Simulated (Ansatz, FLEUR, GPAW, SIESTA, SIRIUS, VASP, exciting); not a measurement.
## Mo: 9 runs at one level of theory

```
CELL_PARAMETERS angstrom
-1.58381 1.58381 1.58381
1.58381 -1.58381 1.58381
1.58381 1.58381 -1.58381
ATOMIC_POSITIONS crystal
Mo 0.00000 0.00000 0.00000
```

Alike in all runs: task equation of state; functional PBEsol; k mesh 12 × 12 × 12; occupations fermi-dirac, width 0.05 eV; no spin polarisation; no spin-orbit coupling.

```tsv
program and potentials	plane-wave cutoff (eV)	notes	equilibrium volume (Å³/atom)	bulk modulus (GPa)
Ansatz, Ansatz PAW	420	potentials made for PBE, which Ansatz adapts in part	15.32	283.4
VASP, PBE PAW files Mo_sv, 520 eV	520	potentials made for PBE	15.35	283.5
FLEUR, all-electron, FLAPW	-	-	15.32	282.7
GPAW, PAW data sets generated for this functional	600	-	15.30	280.6
exciting, all-electron LAPW+lo, shipped species files, valence relativity iora*	-	-	15.34	287.3
Ansatz, all-electron LAPW, scalar-relativistic	-	-	15.32	283.3
SIRIUS, all-electron FP-LAPW, apw+lo standard	-	-	15.31	282.0
SIESTA, files PseudoDojo sr-pbesol-0.4.1-standard, DZP (energy shift 0.003 Ry; two zetas on semicore shells)	-	atomic basis	15.51	285.8
SIRIUS, PseudoDojo 0.4.1 PBEsol standard (scalar relativistic)	1102	-	15.34	283.2
```

The equilibrium volume spans 15.30 (GPAW, PAW data sets generated for this functional) to 15.51 Å³/atom (SIESTA, files PseudoDojo sr-pbesol-0.4.1-standard, DZP (energy shift 0.003 Ry; two zetas on semicore shells)), with all-electron results at 15.31 to 15.34. The bulk modulus spans 280.6 (GPAW, PAW data sets generated for this functional) to 287.3 GPa (exciting, all-electron LAPW+lo, shipped species files, valence relativity iora*), with all-electron results at 282.0 to 287.3. Rows in atomic bases carry the error of their basis and grid, which can be large. For a metal such a mesh isn't converged, which the comparison doesn't need.

The functional is the same throughout but for its coding, so the spread measures potentials, basis and numerics; runs on potential files found faulty are left out.

Apart from the SIESTA row, the codes agree closely on a compact, very stiff metal. This reflects molybdenum's roughly half-filled d band, in which bonding states are largely occupied and antibonding ones largely empty. SIESTA's larger volume probably comes mainly from its finite orbital basis, since SIRIUS gives 15.34 Å³/atom with potentials of the same PseudoDojo family. Its bulk modulus is nonetheless above most of the others, whereas expansion normally softens a metal. A basis error that varies with volume can do both, its slope moving the minimum and its curvature changing the stiffness. GPAW likewise departs from the usual relation, pairing the smallest volume with the lowest modulus.

The two runs with PBE-derived potentials stay close to the all-electron values, so the mismatch in core treatment appears to matter little for these properties here. The consensus volume is slightly below experiment and the modulus above it, which points to mild overbinding by PBEsol in this 4d metal, an error that agreement between codes cannot reveal.
